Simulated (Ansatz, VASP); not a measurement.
## One calculation of HfB2, two programs

```
Hf B
1.0
     3.14000    0.00000    0.00000
    -1.57000    2.71932    0.00000
     0.00000    0.00000    3.48000
Hf B
1 2
Direct
  0.00000 0.00000 0.00000
  0.66667 0.33333 0.50000
  0.33333 0.66667 0.50000
```

Alike in both runs: functional PBEsol; k mesh 10 × 10 × 8; occupations fermi-dirac, width 0.05 eV; no spin polarisation; Hubbard terms Hf d U = 5.0 eV.

|  | VASP | Ansatz |
| --- | --- | --- |
| version | VASP 6.6.1 | Ansatz 0.2.0 |
| potentials or method | VASP PAW PBE potentials, release 64 (Hf_pv, B) | Ansatz PAW |
| plane-wave cutoff (eV) | 520 | 420 |
| valence electrons in the cell | 16 | 32 |
| task | single point | projected density of states |

|  | VASP | Ansatz | Ansatz less VASP |
| --- | --- | --- | --- |
| gap on the k mesh at the Fermi level (eV) | none | none | - |
| pressure (GPa) | 10.4 | 0.9 | -9.52 |
| largest component of the traceless stress (GPa) | 2.82 | 2.46 | -0.352 |

The programs project onto different local orbitals, so the same U acts differently. A gap of «none» marks a metal or a gap that the smearing closes. The two sets of potentials don't hold the same shells in valence.

Caveats: U without spin polarisation on a metal has little footing; the U is typed as a test and isn't derived for this compound; the PAW data sets were made with another functional, which shifts forces and pressure a little (VASP); the PAW data sets come from PBE, with cores solved anew for the run's functional, which leaves a small shift of forces and pressure (Ansatz); the density of states is complete only up to the lowest level of the last band computed (Ansatz). Spin-orbit coupling is left out, which matters for the levels of Hf.
